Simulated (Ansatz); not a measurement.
Crystal: Ge.

```
CELL_PARAMETERS angstrom
0.00000 2.88574 5.11566
2.63050 0.00000 5.11566
2.63050 2.88574 0.00000
ATOMIC_POSITIONS crystal
Ge 0.72649 0.27351 0.72649
Ge 0.27351 0.72649 0.27351
Ge 0.21813 0.21813 0.78187
Ge 0.78187 0.78187 0.21813
```

This isn't the form of Ge at room conditions, which is diamond.

Base run:

```yaml
Program: Ansatz 0.2.0
Functional: r2SCAN
Potentials_or_basis: Ansatz PAW
Cutoff: "500 eV (not typed: the program's choice for these potentials)"
k_mesh: 7 × 7 × 7
Occupations: fermi-dirac, width 0.05 eV
Spin: no spin polarisation
```

Its results: band gap on the k mesh none (metal or under the smearing width); pressure -2.4 GPa; largest force 0.048 eV/Å.

Question: The run is repeated on the same cell with these changes: functional from r2SCAN to LDA; cutoff from 500 eV (not typed: the program's choice for these potentials) to 420 eV (not typed: the program's choice for these potentials). What comes out?

Answer: Band gap on the k mesh none (metal or under the smearing width); pressure -5.1 GPa; largest force 0.042 eV/Å.

Caveats: the PAW data sets come from PBE, with cores solved anew for the run's functional, which leaves a small shift of forces and pressure.
